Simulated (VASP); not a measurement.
# Cu: drag along a line

Cu, slab, 13 atoms in the cell. PBE, constrained relaxations along a path; PAW potentials Cu (PBE set).

Path: drag along a line, Cu hops from a hollow site to the next hollow site of Cu(100).

## Input

INCAR:
```
  PREC = Normal
  ENCUT = 300
  EDIFF = 1E-6
  ISMEAR = 1
  SIGMA = 0.1
  LREAL = False
  LASPH = True
  NELM = 100
  ALGO = Normal
  LWAVE = False
  LCHARG = False
  IBRION = 2
  NSW = 60
  ISIF = 2
  EDIFFG = -0.03
  POTIM = 0.5
  KPAR = 2
```

KPOINTS:
```
k-points
0
Gamma
  3 3 1
```

POSCAR.step1:
```
Cu
1.0
    5.1123820280      0.0000000000      0.0000000000
    0.0000000000      5.1123820280      0.0000000000
    0.0000000000      0.0000000000     18.7850000000
Cu
13
Selective dynamics
Direct
    0.0000000000      0.0000000000      0.3194037796  F F F
    0.5000000000      0.0000000000      0.3194037796  F F F
    0.0000000000      0.5000000000      0.3194037796  F F F
    0.5000000000      0.5000000000      0.3194037796  F F F
    0.2500000000      0.2500000000      0.4156241682  T T T
    0.7500000000      0.2500000000      0.4156241682  T T T
    0.2500000000      0.7500000000      0.4156241682  T T T
    0.7500000000      0.7500000000      0.4156241682  T T T
    0.0000000000      0.0000000000      0.5118445568  T T T
    0.5000000000      0.0000000000      0.5118445568  T T T
    0.0000000000      0.5000000000      0.5118445568  T T T
    0.5000000000      0.5000000000      0.5118445568  T T T
    0.2500000000      0.2500000000      0.6103856066  F T T
```

POSCAR.step2:
```
Cu
1.0
    5.1123820280      0.0000000000      0.0000000000
    0.0000000000      5.1123820280      0.0000000000
    0.0000000000      0.0000000000     18.7850000000
Cu
13
Selective dynamics
Direct
    0.0000000000      0.0000000000      0.3194037796  F F F
    0.5000000000      0.0000000000      0.3194037796  F F F
    0.0000000000      0.5000000000      0.3194037796  F F F
    0.5000000000      0.5000000000      0.3194037796  F F F
    0.2500000000      0.2500000000      0.4156241682  T T T
    0.7500000000      0.2500000000      0.4156241682  T T T
    0.2500000000      0.7500000000      0.4156241682  T T T
    0.7500000000      0.7500000000      0.4156241682  T T T
    0.0000000000      0.0000000000      0.5118445568  T T T
    0.5000000000      0.0000000000      0.5118445568  T T T
    0.0000000000      0.5000000000      0.5118445568  T T T
    0.5000000000      0.5000000000      0.5118445568  T T T
    0.1500000000      0.2500000000      0.6103856066  F T T
```

POSCAR.step3:
```
Cu
1.0
    5.1123820280      0.0000000000      0.0000000000
    0.0000000000      5.1123820280      0.0000000000
    0.0000000000      0.0000000000     18.7850000000
Cu
13
Selective dynamics
Direct
    0.0000000000      0.0000000000      0.3194037796  F F F
    0.5000000000      0.0000000000      0.3194037796  F F F
    0.0000000000      0.5000000000      0.3194037796  F F F
    0.5000000000      0.5000000000      0.3194037796  F F F
    0.2500000000      0.2500000000      0.4156241682  T T T
    0.7500000000      0.2500000000      0.4156241682  T T T
    0.2500000000      0.7500000000      0.4156241682  T T T
    0.7500000000      0.7500000000      0.4156241682  T T T
    0.0000000000      0.0000000000      0.5118445568  T T T
    0.5000000000      0.0000000000      0.5118445568  T T T
    0.0000000000      0.5000000000      0.5118445568  T T T
    0.5000000000      0.5000000000      0.5118445568  T T T
    0.0750000000      0.2500000000      0.6103856066  F T T
```

POSCAR.step4:
```
Cu
1.0
    5.1123820280      0.0000000000      0.0000000000
    0.0000000000      5.1123820280      0.0000000000
    0.0000000000      0.0000000000     18.7850000000
Cu
13
Selective dynamics
Direct
    0.0000000000      0.0000000000      0.3194037796  F F F
    0.5000000000      0.0000000000      0.3194037796  F F F
    0.0000000000      0.5000000000      0.3194037796  F F F
    0.5000000000      0.5000000000      0.3194037796  F F F
    0.2500000000      0.2500000000      0.4156241682  T T T
    0.7500000000      0.2500000000      0.4156241682  T T T
    0.2500000000      0.7500000000      0.4156241682  T T T
    0.7500000000      0.7500000000      0.4156241682  T T T
    0.0000000000      0.0000000000      0.5118445568  T T T
    0.5000000000      0.0000000000      0.5118445568  T T T
    0.0000000000      0.5000000000      0.5118445568  T T T
    0.5000000000      0.5000000000      0.5118445568  T T T
    0.0000000000      0.2500000000      0.6103856066  F T T
```

POSCAR.step5:
```
Cu
1.0
    5.1123820280      0.0000000000      0.0000000000
    0.0000000000      5.1123820280      0.0000000000
    0.0000000000      0.0000000000     18.7850000000
Cu
13
Selective dynamics
Direct
    0.0000000000      0.0000000000      0.3194037796  F F F
    0.5000000000      0.0000000000      0.3194037796  F F F
    0.0000000000      0.5000000000      0.3194037796  F F F
    0.5000000000      0.5000000000      0.3194037796  F F F
    0.2500000000      0.2500000000      0.4156241682  T T T
    0.7500000000      0.2500000000      0.4156241682  T T T
    0.2500000000      0.7500000000      0.4156241682  T T T
    0.7500000000      0.7500000000      0.4156241682  T T T
    0.0000000000      0.0000000000      0.5118445568  T T T
    0.5000000000      0.0000000000      0.5118445568  T T T
    0.0000000000      0.5000000000      0.5118445568  T T T
    0.5000000000      0.5000000000      0.5118445568  T T T
   -0.0750000000      0.2500000000      0.6103856066  F T T
```

POSCAR.step6:
```
Cu
1.0
    5.1123820280      0.0000000000      0.0000000000
    0.0000000000      5.1123820280      0.0000000000
    0.0000000000      0.0000000000     18.7850000000
Cu
13
Selective dynamics
Direct
    0.0000000000      0.0000000000      0.3194037796  F F F
    0.5000000000      0.0000000000      0.3194037796  F F F
    0.0000000000      0.5000000000      0.3194037796  F F F
    0.5000000000      0.5000000000      0.3194037796  F F F
    0.2500000000      0.2500000000      0.4156241682  T T T
    0.7500000000      0.2500000000      0.4156241682  T T T
    0.2500000000      0.7500000000      0.4156241682  T T T
    0.7500000000      0.7500000000      0.4156241682  T T T
    0.0000000000      0.0000000000      0.5118445568  T T T
    0.5000000000      0.0000000000      0.5118445568  T T T
    0.0000000000      0.5000000000      0.5118445568  T T T
    0.5000000000      0.5000000000      0.5118445568  T T T
   -0.1500000000      0.2500000000      0.6103856066  F T T
```

POSCAR.step7:
```
Cu
1.0
    5.1123820280      0.0000000000      0.0000000000
    0.0000000000      5.1123820280      0.0000000000
    0.0000000000      0.0000000000     18.7850000000
Cu
13
Selective dynamics
Direct
    0.0000000000      0.0000000000      0.3194037796  F F F
    0.5000000000      0.0000000000      0.3194037796  F F F
    0.0000000000      0.5000000000      0.3194037796  F F F
    0.5000000000      0.5000000000      0.3194037796  F F F
    0.2500000000      0.2500000000      0.4156241682  T T T
    0.7500000000      0.2500000000      0.4156241682  T T T
    0.2500000000      0.7500000000      0.4156241682  T T T
    0.7500000000      0.7500000000      0.4156241682  T T T
    0.0000000000      0.0000000000      0.5118445568  T T T
    0.5000000000      0.0000000000      0.5118445568  T T T
    0.0000000000      0.5000000000      0.5118445568  T T T
    0.5000000000      0.5000000000      0.5118445568  T T T
   -0.2500000000      0.2500000000      0.6103856066  F T T
```

Commands (each step's output is kept before the next begins):
```
cat potpaw_PBE.64/Cu/POTCAR > POTCAR
cp POSCAR.step1 POSCAR
mpirun -np 4 vasp_std > vasp.out
cp POSCAR.step2 POSCAR
mpirun -np 4 vasp_std > vasp.out
cp POSCAR.step3 POSCAR
mpirun -np 4 vasp_std > vasp.out
cp POSCAR.step4 POSCAR
mpirun -np 4 vasp_std > vasp.out
cp POSCAR.step5 POSCAR
mpirun -np 4 vasp_std > vasp.out
cp POSCAR.step6 POSCAR
mpirun -np 4 vasp_std > vasp.out
cp POSCAR.step7 POSCAR
mpirun -np 4 vasp_std > vasp.out
```

## Result

- Barrier (eV): 0.550
- Ionic steps, all stages: 124
- Electronic steps, all stages: 1324

Energy along the pull:

| Share of the way | Energy above the start (eV) |
|---|---|
| 0 | 0.000 |
| 0.2 | 0.155 |
| 0.35 | 0.408 |
| 0.5 | 0.550 |
| 0.65 | 0.408 |
| 0.8 | 0.155 |
| 1 | -0.000 |

The slab is face-centred cubic Cu(100), in-plane cell 5.11 × 5.11 Å, with 3 × 3 k points.

Limits: the adatom repeats in each 2 x 2 surface cell, and the slab has three layers.

VASP 6.6.1 took 3282 s on 4 cores (Intel Xeon Platinum 8124M @ 3.00GHz (Skylake/Cascade Lake)), a shared host.
